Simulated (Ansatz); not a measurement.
# Zn (Fm-3m) in Ansatz: notebook

The runs below take Zn through single point, relaxation of cell and atoms, with PBE, PBE+D3(BJ), PBE+D4, PBEsol+D3(BJ), PBEsol+D4.

Everything below comes from runs of Ansatz 0.2.0. Logs are shortened: lines on timing, memory, paths and dates and some standing lists are left out, and cuts for length are marked.

**1. Starting point**

The structure is cubic, space group Fm-3m (No. 225). The conventional cell has a = 3.930 Å, b = 3.930 Å, c = 3.930 Å, α = 90.00°, β = 90.00°, γ = 90.00°. Zn (site symmetry m-3m) has 12 Zn at 2.78 Å as nearest neighbours.

This isn't the form of Zn at room conditions, which is hcp.

**2. Single point, PBE**

input.yaml

```yaml
crystal:
  lattice:
    - [0.0, 1.964776, 1.964776]
    - [1.964776, 0.0, 1.964776]
    - [1.964776, 1.964776, 0.0]
  atoms:
    - { symbol: Zn, position: [0.0, 0.0, 0.0] }
hamiltonian:
  xc: pbe
  pseudopotentials: { kind: paw }
kpoints:
  mp_grid: { grid: [12, 12, 12] }
scf:
  occupations: { method: gaussian, width: 0.026 }
output:
  forces: true
  stress: true
  eigenvalues: true
```

Potentials or basis: Ansatz PAW.

Run with:

```bash
$ ansatz run input.yaml --threads 2 --pin off --max-ram 5632MiB --backend cpu --events-out ev --progress --plain --runs-dir out
```

The log of the run:

```text
Warning: RAYON_NUM_THREADS=2 ignored (pool sized by the plan → 2); use --threads N
Engine: ansatz 0.2.0, aarch64-unknown-linux-gnu
Pseudopotentials: kind: paw
Pseudopotential: Zn, paw, valence charge 12, recommended cutoff 420 eV (normal), Zn.paw.azcp
Functional definition: PBE
  parameter kappa = 0.804
  parameter beta = 0.06672455060314922
  exchange = pbe_x(kappa = kappa, mu = beta*pi^2/3)
  correlation = pbe_c(beta = beta)
Crystal: 1 atoms, lattice volume = 15.169 Å³
Basis set: ecut = 420 eV, 307 PW (Γ), exchange–correlation on 40×40×40 points (8 copies of the dense FFT grid, shifted against one another)
Bands: 10, of which v1, the nominal top of the filled ones, is band 6 counted from 1 (5 counted from 0)
Symmetry: 48 space group operations
Space group: Fm-3m (ITA 225), of the structure as read, at distance tolerance 2.5e-5 Å
k-points: 72 of 1728
Non-local potential: Zn, projectors of the file, l = 0: 2, l = 1: 2, l = 2: 3, l = 3: 1
PAW form: soft (Blöchl's): semilocal exchange-correlation on the pseudo side does not see the compensation charge
PAW one-centre angular grid: Zn, 590 points (default); XC on 64 Gauss nodes
Initial density: superposition of atomic densities (neutral atoms: chi_scale 0, normalization atom), corrected by the library's trained network
Initial wavefunctions: pseudopotential atomic-orbital guess
Functional: x = pbe(κ = 0.804, μ = 0.2195149727645171), c = pbe(β = 0.06672455060314922)
SCF iter   1: F=—  HF=-3318.997581 eV  |F-HF|=—  |Δ(HF+E_count)|=         —  Δρ=1.83e-3  dr2=3.42e-4  ethr=1.77e-3  ⟨swp⟩=5.1  Hψ=4674  notcnv=0
preconditioner: auto → none  [insulator: Δε(μ)=0.139 eV  Ē_g=17.047 eV  σ=0.026 eV  W_gap=0.55  n_scr=0 (ndim 8)  ℏωp=33.0 eV  f_vac=0.000  D(μ)=0.93/eV (n_scr^D=14)  ε∞_Penn≈4.8]
SCF iter   2: F=—  HF=-3318.997527 eV  |F-HF|=—  |Δ(HF+E_count)|=   5.35e-5  Δρ=2.20e-3  dr2=3.55e-4  ethr=2.85e-6  ⟨swp⟩=2.0  Hψ=1940  notcnv=0  defer=3
SCF iter   3: F=—  HF=-3318.997373 eV  |F-HF|=—  |Δ(HF+E_count)|=   1.55e-4  Δρ=6.55e-4  dr2=2.42e-5  ethr=2.85e-6  ⟨swp⟩=2.0  Hψ=1116  notcnv=0  defer=3
SCF iter   4: F=—  HF=-3318.997376 eV  |F-HF|=—  |Δ(HF+E_count)|=   3.42e-6  Δρ=5.48e-5  dr2=1.24e-7  ethr=2.02e-7  ⟨swp⟩=2.0  Hψ=1101  notcnv=0  defer=3
iter 5 did not close the SCF: its close was put off for the readings that it lacked (scf_convergence_deferred on its scf_iter line)
SCF iter   5: F=-3318.997377 eV  HF=-3318.997377 eV  |F-HF|=4.47e-8  |Δ(HF+E_count)|=   4.16e-7  Δρ=2.23e-5  dr2=4.34e-8  ethr=1.03e-9  ⟨swp⟩=2.5  Hψ=1142  notcnv=0  defer=3
SCF iter   6: F=-3318.997377 eV  HF=-3318.997377 eV  |F-HF|=1.27e-8  |Δ(HF+E_count)|=   1.00e-8  Δρ=1.15e-5  dr2=1.12e-8  ethr=3.62e-10  ⟨swp⟩=2.8  Hψ=2385  notcnv=0
SCF 1 converged in 6 iterations: F = -3318.997377 eV  dr2 = 1.12e-8
SCF converged after 6 iterations
Free energy (F): -3318.997377 eV
Harris-Foulkes:  -3318.997377 eV  (|F-HF|=1.27e-8)
Internal energy: -3318.997063 eV  (E = F + TS)
E sigma→0 (E₀):  -3318.997220 eV
Entropy (-TS):   -0.000314 eV (-0.314 meV/atom)
Fermi energy:    11.019064 eV
--- Per-component energies (eV) ---
  E_band       = 49.707891
  E_kinetic    = 130.939038
  E_local      = -1529.321865  (includes V_loc(G=0)·N_el)
  E_nonlocal   = 610.691752
  E_hartree    = 640.940672
  E_xc         = -137.665925
  E_vxc        = -52.548561  (∫ρ·V_xc dr)
  E_paw        = -1824.908634  (= ΣΔE_a)
  E_vpaw       = -391.928009  (= ΣTr[D̂ρ^β])
  E_aug_tail   = -0.000370  (compensation charges beyond the density's cutoff)
  E_ewald      = -1209.671730
  E_smearing   = -0.000314  (= −TS)
  E_closure    = -0.000000  (closes the sum)
  Σ components = -3318.997377   (vs F -3318.997377, Δ=0.00e0)
--- Forces (eV/Å), atoms counted from 1 ---
  atom   1  Zn    -0.00000000     0.00000000     0.00000000
  max |Σ_I F_I| component: 7.81e-32 eV/Å
--- Stress (GPa, compression-positive) ---
       -0.144062      -0.000000       0.000000
       -0.000000      -0.144062      -0.000000
       -0.000000      -0.000000      -0.144062
  P = ⅓ Tr σ = -0.1441 GPa (-1.441 kbar)
--- Band table (eV; the first three rows and the last of 72) ---
  k-point 0: bands = ["0.6834", "3.4420", "3.4420", "3.4420", "3.8228", "3.8228", "29.2338", "29.2338", "29.2338", "29.5664"]
  k-point 1: bands = ["0.8923", "3.4255", "3.4652", "3.4652", "3.8165", "3.8165", "26.1337", "28.6211", "28.6211", "29.4099"]
  k-point 2: bands = ["1.4930", "3.4093", "3.5113", "3.5113", "3.8179", "3.8179", "22.1207", "27.7067", "27.7067", "29.2169"]
  k-point 71: bands = ["3.0991", "3.3425", "3.3425", "3.8456", "4.1796", "13.2865", "13.2865", "14.1296", "15.0788", "32.5775"]
```

Wall time 0.56 s (2 threads of Arm Neoverse V1, shared host); peak memory 0.26 GiB.

What came out:

| Item | Value |
| --- | --- |
| Free energy | -3318.9974 eV |
| Pressure | -0.1 GPa |
| Band gap on the k mesh | none (metal or under the smearing width) |

**3. Relaxation of cell and atoms, PBE+D3(BJ)**

Changes to input.yaml since step 2:

```diff
@@ -10,2 +10,3 @@
   pseudopotentials: { kind: paw }
+  dispersion: d3bj
 kpoints:
@@ -13,3 +14,3 @@
 scf:
-  occupations: { method: gaussian, width: 0.026 }
+  occupations: { method: fermi_dirac, width: 0.05 }
 output:
@@ -18 +19,5 @@
   eigenvalues: true
+relax:
+  f_tol: 0.01
+  max_steps: 40
+  cell: { stress_tol: 0.05 }
```

Potentials or basis: Ansatz PAW.

Run with:

```bash
$ ansatz run input.yaml --threads 2 --pin off --max-ram 5632MiB --backend cpu --events-out ev --progress --plain --runs-dir out
```

It took 2.8 s on 2 threads of Arm Neoverse V1, shared host; peak memory 0.27 GiB.

The run converged. Its results:

- Free energy: -3319.4167 eV
- Relaxed volume: 14.21 Å³/atom
- Relaxed cell: a = 2.719 Å, b = 2.719 Å, c = 2.719 Å, α = 60.00°, β = 60.00°, γ = 60.00°
- Space group after relaxing (to 0.05 Å): Fm-3m (No. 225)
- Energy gained by relaxing: 14.8 meV/atom
- Ionic steps: 5
- Pressure after relaxing: 0.0 GPa
- Band gap on the k mesh: none (metal or under the smearing width)

Step by step:
| step | energy change (eV) | largest force (eV/Å) | volume (Å³) |
| --- | --- | --- | --- |
| 1 | 0.0000 | 0.0000 | 15.17 |
| 2 | -0.0139 | 0.0000 | 14.48 |
| 3 | -0.0154 | 0.0000 | 14.17 |
| 4 | -0.0154 | 0.0000 | 14.21 |
| 5 | -0.0148 | 0.0000 | 14.21 |

Final structure:
```
CELL_PARAMETERS angstrom
0.00000 1.92247 1.92247
1.92247 0.00000 1.92247
1.92247 1.92247 0.00000
ATOMIC_POSITIONS crystal
Zn 0.00000 0.00000 0.00000
```

Levels at points of the mesh, in eV from the Fermi level:
| k point | band 2 | band 3 | band 4 | band 5 | band 6 | band 7 | band 8 | band 9 | band 10 |
| --- | --- | --- | --- | --- | --- | --- | --- | --- | --- |
| (0.00, 0.00, 0.00) | -7.73 | -7.73 | -7.73 | -7.30 | -7.30 | 19.01 | 19.14 | 19.14 | 19.14 |
| (0.00, 0.00, -0.50) | -7.74 | -7.74 | -6.98 | -6.98 | -3.14 | -1.22 | 16.00 | 16.00 | 17.61 |
| (0.00, -0.50, -0.50) | -8.43 | -7.00 | -6.90 | -6.90 | -1.13 | 2.03 | 8.75 | 8.75 | 12.47 |

Caveat: the plane-wave basis is chosen anew once the cell has moved, so the energies of steps on either side of that aren't comparable; pairwise dispersion overbinds metals, which lowers pressure and volume.

**4. Relaxation of cell and atoms, PBE+D4**

Changes to input.yaml since step 3:

```diff
@@ -10,3 +10,3 @@
   pseudopotentials: { kind: paw }
-  dispersion: d3bj
+  dispersion: d4
 kpoints:
```

Run with:

```bash
$ ansatz run input.yaml --threads 2 --pin off --max-ram 5632MiB --backend cpu --events-out ev --progress --plain --runs-dir out
```

Run time: 3.4 s. Hardware: 2 threads of Arm Neoverse V1, shared host; peak memory 0.27 GiB.

The run converged. Its results:

| Item | Value |
| --- | --- |
| Free energy | -3319.3279 eV |
| Relaxed volume | 14.45 Å³/atom |
| Relaxed cell | a = 2.734 Å, b = 2.734 Å, c = 2.734 Å, α = 60.00°, β = 60.00°, γ = 60.00° |
| Space group after relaxing (to 0.05 Å) | Fm-3m (No. 225) |
| Energy gained by relaxing | 8.1 meV/atom |
| Ionic steps | 5 |
| Pressure after relaxing | 0.0 GPa |
| Band gap on the k mesh | none (metal or under the smearing width) |

The path:
| step | energy change (eV) | largest force (eV/Å) | volume (Å³) |
| --- | --- | --- | --- |
| 1 | 0.0000 | 0.0000 | 15.17 |
| 2 | -0.0077 | 0.0000 | 14.66 |
| 3 | -0.0086 | 0.0000 | 14.42 |
| 4 | -0.0086 | 0.0000 | 14.45 |
| 5 | -0.0081 | 0.0000 | 14.45 |

Final structure:
```cif
data_structure
_symmetry_space_group_name_H-M 'P 1'
_symmetry_Int_Tables_number 1
_cell_length_a 2.7338
_cell_length_b 2.7338
_cell_length_c 2.7338
_cell_angle_alpha 60.000
_cell_angle_beta 60.000
_cell_angle_gamma 60.000
_cell_volume 14.45
loop_
_atom_site_label
_atom_site_type_symbol
_atom_site_fract_x
_atom_site_fract_y
_atom_site_fract_z
_atom_site_occupancy
Zn1 Zn 0.00000 0.00000 0.00000 1
```

Levels at points of the mesh, in eV from the Fermi level:
| k point | band 4 | band 5 | band 6 | band 7 | band 8 | band 9 |
| --- | --- | --- | --- | --- | --- | --- |
| (0.00, 0.00, 0.00) | -7.68 | -7.27 | -7.27 | 18.90 | 18.91 | 18.91 |
| (0.00, 0.00, -0.50) | -6.96 | -6.96 | -3.07 | -1.24 | 15.80 | 15.80 |
| (0.00, -0.50, -0.50) | -6.88 | -6.88 | -1.09 | 1.96 | 8.67 | 8.67 |

Caveat: the plane-wave basis is chosen anew once the cell has moved, so the energies of steps on either side of that aren't comparable; pairwise dispersion overbinds metals, which lowers pressure and volume.

**5. Relaxation of cell and atoms, PBEsol+D3(BJ)**

Changes to input.yaml since step 4:

```diff
@@ -8,5 +8,5 @@
 hamiltonian:
-  xc: pbe
+  xc: pbesol
   pseudopotentials: { kind: paw }
-  dispersion: d4
+  dispersion: d3bj
 kpoints:
```

Run with:

```bash
$ ansatz run input.yaml --threads 2 --pin off --max-ram 5632MiB --backend cpu --events-out ev --progress --plain --runs-dir out
```

Wall time 4.4 s (2 threads of Arm Neoverse V1, shared host); peak memory 0.28 GiB.

It converged, with:

```
Free energy                            : -3281.2709 eV
Relaxed volume                         : 13.41 Å³/atom
Relaxed cell                           : a = 2.667 Å, b = 2.667 Å, c = 2.667 Å, α = 60.00°, β = 60.00°, γ = 60.00°
Space group after relaxing (to 0.05 Å) : Fm-3m (No. 225)
Energy gained by relaxing              : 56.8 meV/atom
Ionic steps                            : 8
Pressure after relaxing                : 0.0 GPa
Band gap on the k mesh                 : none (metal or under the smearing width)
```

The path:
| step | energy change (eV) | largest force (eV/Å) | volume (Å³) |
| --- | --- | --- | --- |
| 1 | 0.0000 | 0.0000 | 15.17 |
| 2 | -0.0537 | 0.0000 | 13.82 |
| 3 | -0.0574 | 0.0000 | 13.29 |
| 4 | -0.0577 | 0.0000 | 13.43 |
| 5 | -0.0577 | 0.0000 | 13.42 |
| 6 | -0.0568 | 0.0000 | 13.42 |
| 7 | -0.0568 | 0.0000 | 13.41 |
| 8 | -0.0568 | 0.0000 | 13.41 |

Final structure:
```
CELL_PARAMETERS angstrom
0.00000 1.88570 1.88570
1.88570 0.00000 1.88570
1.88570 1.88570 0.00000
ATOMIC_POSITIONS crystal
Zn 0.00000 0.00000 0.00000
```

Levels at points of the mesh, in eV from the Fermi level:
| k point | band 3 | band 4 | band 5 | band 6 | band 7 | band 8 | band 9 | band 10 |
| --- | --- | --- | --- | --- | --- | --- | --- | --- |
| (0.00, 0.00, 0.00) | -7.91 | -7.91 | -7.42 | -7.42 | 19.39 | 19.91 | 19.91 | 19.91 |
| (0.00, 0.00, -0.50) | -7.91 | -7.07 | -7.07 | -3.44 | -1.13 | 16.65 | 16.65 | 17.95 |
| (0.00, -0.50, -0.50) | -7.08 | -6.98 | -6.98 | -1.33 | 2.23 | 9.00 | 9.00 | 12.85 |

Caveat: the plane-wave basis is chosen anew once the cell has moved, so the energies of steps on either side of that aren't comparable; pairwise dispersion overbinds metals, which lowers pressure and volume; the PAW data sets come from PBE, with cores solved anew for the run's functional, which leaves a small shift of forces and pressure.

**6. Relaxation of cell and atoms, PBEsol+D4**

Changes to input.yaml since step 5:

```diff
@@ -10,3 +10,3 @@
   pseudopotentials: { kind: paw }
-  dispersion: d3bj
+  dispersion: d4
 kpoints:
```

Potentials or basis: Ansatz PAW.

Run with:

```bash
$ ansatz run input.yaml --threads 2 --pin off --max-ram 5632MiB --backend cpu --events-out ev --progress --plain --runs-dir out
```

Wall time 3.6 s (2 threads of Arm Neoverse V1, shared host); peak memory 0.27 GiB.

The run converged. Its results:

| Property | Result |
| --- | --- |
| Free energy | -3281.0743 eV |
| Relaxed volume | 13.77 Å³/atom |
| Relaxed cell | a = 2.690 Å, b = 2.690 Å, c = 2.690 Å, α = 60.00°, β = 60.00°, γ = 60.00° |
| Space group after relaxing (to 0.05 Å) | Fm-3m (No. 225) |
| Energy gained by relaxing | 34.3 meV/atom |
| Ionic steps | 5 |
| Pressure after relaxing | 0.0 GPa |
| Band gap on the k mesh | none (metal or under the smearing width) |

The path:
```
step  energy change (eV)  largest force (eV/Å)  volume (Å³)
   1              0.0000                0.0000        15.17
   2             -0.0324                0.0000        14.12
   3             -0.0350                0.0000        13.69
   4             -0.0351                0.0000        13.77
   5             -0.0343                0.0000        13.77
```

Final structure:
```xyz
1
Lattice="0.0000 1.9023 1.9023 1.9023 0.0000 1.9023 1.9023 1.9023 0.0000" Properties=species:S:1:pos:R:3 pbc="T T T"
Zn    0.0000    0.0000    0.0000
```

Levels at points of the mesh, in eV from the Fermi level:
```tsv
k point	band 4	band 5	band 6	band 7	band 8	band 9
(0.00, 0.00, 0.00)	-7.80	-7.34	-7.34	19.23	19.55	19.55
(0.00, 0.00, -0.50)	-7.00	-7.00	-3.30	-1.16	16.34	16.34
(0.00, -0.50, -0.50)	-6.92	-6.92	-1.23	2.14	8.89	8.89
```

Caveat: the plane-wave basis is chosen anew once the cell has moved, so the energies of steps on either side of that aren't comparable; pairwise dispersion overbinds metals, which lowers pressure and volume; the PAW data sets come from PBE, with cores solved anew for the run's functional, which leaves a small shift of forces and pressure.

**7. The runs side by side**

```csv
task,level,cell,smearing,gap on the mesh (eV),pressure (GPa),relaxed volume (Å³/atom)
single point,PBE,as given,gaussian 0.026 eV,none,-0.1,-
relaxation of cell and atoms,PBE+D3(BJ),relaxed,fermi-dirac 0.05 eV,none,0.0,14.21
relaxation of cell and atoms,PBE+D4,relaxed,fermi-dirac 0.05 eV,none,0.0,14.45
relaxation of cell and atoms,PBEsol+D3(BJ),relaxed,fermi-dirac 0.05 eV,none,0.0,13.41
relaxation of cell and atoms,PBEsol+D4,relaxed,fermi-dirac 0.05 eV,none,0.0,13.77
```

Alike in all rows: potentials or basis Ansatz PAW; no spin polarisation; k mesh 12 × 12 × 12; cutoff (eV) 420.

Caveats: the plane-wave basis is chosen anew once the cell has moved, so the energies of steps on either side of that aren't comparable (some runs); pairwise dispersion overbinds metals, which lowers pressure and volume (some runs); the PAW data sets come from PBE, with cores solved anew for the run's functional, which leaves a small shift of forces and pressure (some runs).

Absolute energies hang on the potentials; compare differences alone.
